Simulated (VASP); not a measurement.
# LiSe6 (P6/mmm) in VASP: further runs, part 2 of 2

VASP 6.6.1. Earlier steps stand in the parts before.

### Step 3. Single point, PBE (species swapped into the LiC6 type (P6/mmm, No. 191))

File INCAR:

```
PREC = Accurate
ENCUT = 520
EDIFF = 1E-6
ISMEAR = 0
SIGMA = 0.1
LREAL = F
LASPH = T
NELM = 100
ALGO = Fast
ISIF = 2
LWAVE = F
LCHARG = T
GGA = PE
LELF = T
LVHAR = T
NBANDS = 28
```

File KPOINTS:

```
Automatic mesh
0
Gamma
  6 6 10
```

File POSCAR:

```
LiSe6
1.0
    8.1846814562      0.0000000000      0.0000000000
   -4.0923407281      7.0881420629      0.0000000000
    0.0000000000      0.0000000000      3.9107179135
Li Se
1 6
Direct
    0.0000000000      0.0000000000      0.0000000000
    0.0000000000      0.3008529049      0.5000000000
    0.6991470951      0.6991470951      0.5000000000
    0.3008529049      0.0000000000      0.5000000000
    0.0000000000      0.6991470951      0.5000000000
    0.3008529049      0.3008529049      0.5000000000
    0.6991470951      0.0000000000      0.5000000000
```

Potentials or basis: VASP PAW PBE potentials, release 64 (Li_sv, Se).

Command:

```sh
$ cat potpaw_PBE.64/Li_sv/POTCAR potpaw_PBE.64/Se/POTCAR > POTCAR
$ mpirun -np 1 vasp_std > vasp.out
```

OUTCAR:

```text
PREC = Accurate
   ENCUT = 520
   EDIFF = 1E-6
   ISMEAR = 0
   LREAL = F
   LASPH = T
   NELM = 100
   ISIF = 2
   GGA = PE

 ion  position               nearest neighbor table
   1  0.000  0.000  0.000-
   2  0.000  0.301  0.500-   7 2.46   6 2.46
   3  0.699  0.699  0.500-   7 2.46   5 2.46
   4  0.301  0.000  0.500-   5 2.46   6 2.46
   5  0.000  0.699  0.500-   4 2.46   3 2.46
   6  0.301  0.301  0.500-   4 2.46   2 2.46
   7  0.699  0.000  0.500-   2 2.46   3 2.46

  LATTYP: Found a hexagonal cell.
 ALAT       =     8.1846814562
 C/A-ratio  =     0.4778094217

  Lattice vectors:

 A1 = (   8.1846814562,   0.0000000000,   0.0000000000)
 A2 = (  -4.0923407281,   7.0881420629,   0.0000000000)
 A3 = (   0.0000000000,   0.0000000000,   3.9107179135)

Analysis of symmetry for initial positions (statically):
=====================================================================
 Subroutine PRICEL returns:
 Original cell was already a primitive cell.

[... 185 lines left out ...]
 cond. band min:       1.2790366801   @ k =   0.5000   0.0000   0.0000
 fundamental gap:      0.0506435916
 Fermi energy:         1.2301445436

 k-point     1 :       0.0000    0.0000    0.0000
  band No.  band energies     occupation
      1     -46.0940      2.00000
      2     -14.0912      2.00000
      3     -13.0280      2.00000
      4     -13.0280      2.00000
      5     -11.3342      2.00000
      6     -11.3342      2.00000
[... 733 lines left out ...]
     27       5.7941      0.00000
     28       6.7171      0.00000

 [... further k-points ...]

------------------------ aborting loop because EDIFF is reached ----------------------------------------

  FORCE on cell =-STRESS in cart. coord.  units (eV):
  Direction    XX          YY          ZZ          XY          YZ          ZX
  --------------------------------------------------------------------------------------
  -------------------------------------------------------------------------------------
  Total        0.0953080      0.0953080     -0.0087809      0.0000000     -0.0000000      0.0000000
  in kB        0.6730528      0.6730528     -0.0620096      0.0000000     -0.0000000      0.0000000
  external PRESSURE =       0.4280320 kB  Pullay stress =       0.0000000 kB

 VOLUME and BASIS-vectors are now :
 -----------------------------------------------------------------------------
  energy-cutoff  :      520.00
  volume of cell :      226.88
      direct lattice vectors                 reciprocal lattice vectors
     8.184681456  0.000000000  0.000000000     0.122179465  0.070540347  0.000000000
    -4.092340728  7.088142063  0.000000000     0.000000000  0.141080694  0.000000000
     0.000000000  0.000000000  3.910717914     0.000000000  0.000000000  0.255707525

 POSITION                                       TOTAL-FORCE (eV/Angst)
 -----------------------------------------------------------------------------------
      0.00000      0.00000      0.00000        -0.000000     -0.000000      0.000000
     -1.23119      2.13249      1.95536        -0.006970      0.012073     -0.000000
      2.86115      4.95565      1.95536        -0.006970     -0.012073      0.000000
      2.46239      0.00000      1.95536         0.013941     -0.000000      0.000000
     -2.86115      4.95565      1.95536         0.006970     -0.012073      0.000000
      1.23119      2.13249      1.95536         0.006970      0.012073     -0.000000
      5.72230      0.00000      1.95536        -0.013941     -0.000000      0.000000
 -----------------------------------------------------------------------------------
    total drift:                                0.000000     -0.000000     -0.000000

  FREE ENERGIE OF THE ION-ELECTRON SYSTEM (eV)
  ---------------------------------------------------
  free  energy   TOTEN  =       -22.0489377603 eV

  energy  without entropy=      -22.0246595930  energy(sigma->0) =      -22.03679868
```

OSZICAR:

```text
N       E                     dE             d eps       ncg     rms          rms(c)
DAV:   1     0.230056629026E+03    0.23006E+03   -0.14172E+04  2352   0.115E+03
DAV:   2     0.729996383301E+00   -0.22933E+03   -0.22414E+03  3148   0.205E+02
DAV:   3    -0.212480207446E+02   -0.21978E+02   -0.21710E+02  3064   0.664E+01
DAV:   4    -0.224164926042E+02   -0.11685E+01   -0.11618E+01  3936   0.125E+01
DAV:   5    -0.224366086117E+02   -0.20116E-01   -0.20093E-01  3044   0.172E+00    0.880E+00
RMM:   6    -0.221490870147E+02    0.28752E+00   -0.20958E-01  2621   0.178E+00    0.526E+00
RMM:   7    -0.220463284174E+02    0.10276E+00   -0.44156E-01  2739   0.264E+00    0.432E-01
RMM:   8    -0.220483651434E+02   -0.20367E-02   -0.38721E-02  2786   0.101E+00    0.942E-02
RMM:   9    -0.220484653804E+02   -0.10024E-03   -0.66213E-03  3418   0.416E-01    0.854E-02
RMM:  10    -0.220487885942E+02   -0.32321E-03   -0.12476E-03  3412   0.197E-01    0.395E-02
RMM:  11    -0.220488843738E+02   -0.95780E-04   -0.50303E-04  3609   0.109E-01    0.153E-02
RMM:  12    -0.220489129599E+02   -0.28586E-04   -0.20946E-04  3870   0.588E-02    0.631E-03
RMM:  13    -0.220489269111E+02   -0.13951E-04   -0.87463E-05  3814   0.362E-02    0.495E-03
RMM:  14    -0.220489329799E+02   -0.60688E-05   -0.41179E-05  3074   0.231E-02    0.370E-03
RMM:  15    -0.220489354233E+02   -0.24434E-05   -0.20132E-05  2780   0.165E-02    0.110E-03
RMM:  16    -0.220489371345E+02   -0.17111E-05   -0.95710E-06  2301   0.120E-02    0.106E-03
RMM:  17    -0.220489377603E+02   -0.62588E-06   -0.50660E-06  2220   0.973E-03
   1 F= -.22048938E+02 E0= -.22036799E+02  d E =-.242782E-01
```

Wall time 5.9 min (1 thread of Intel Xeon Platinum 8488C (Sapphire Rapids), shared host); peak memory 0.46 GiB.

Results:

- Free energy: -22.0489 eV
- Largest force: 0.014 eV/Å
- Band gap on the k mesh: none (metal or under the smearing width)

Forces in eV/Å, atoms in the order of the input:
```
Li   0.000  0.000  0.000
Se  -0.007  0.012  0.000
Se  -0.007 -0.012  0.000
Se   0.014  0.000  0.000
Se   0.007 -0.012  0.000
Se   0.007  0.012  0.000
Se  -0.014  0.000  0.000
```

Levels at points of the mesh, in eV from the Fermi level:
| k point | band 17 | band 18 | band 19 | band 20 | band 21 | band 22 | band 23 | band 24 |
| --- | --- | --- | --- | --- | --- | --- | --- | --- |
| (0.00, 0.00, 0.00) | -0.54 | -0.54 | -0.34 | -0.34 | 0.80 | 0.80 | 1.18 | 2.68 |
| (0.50, 0.00, 0.00) | -0.52 | -0.21 | 0.05 | 0.77 | 0.85 | 0.97 | 1.11 | 1.54 |
| (0.00, 0.00, 0.50) | -2.12 | -2.12 | -0.26 | -0.26 | -0.19 | 1.09 | 1.09 | 3.01 |
| (0.50, 0.00, 0.50) | -1.96 | -1.56 | -0.71 | -0.17 | 1.11 | 1.20 | 1.36 | 1.78 |

Caveat: the cutoff is under 1.25 times the usual one of these potentials, so pressure, stress and relaxed cells hold a basis-set (Pulay) error.
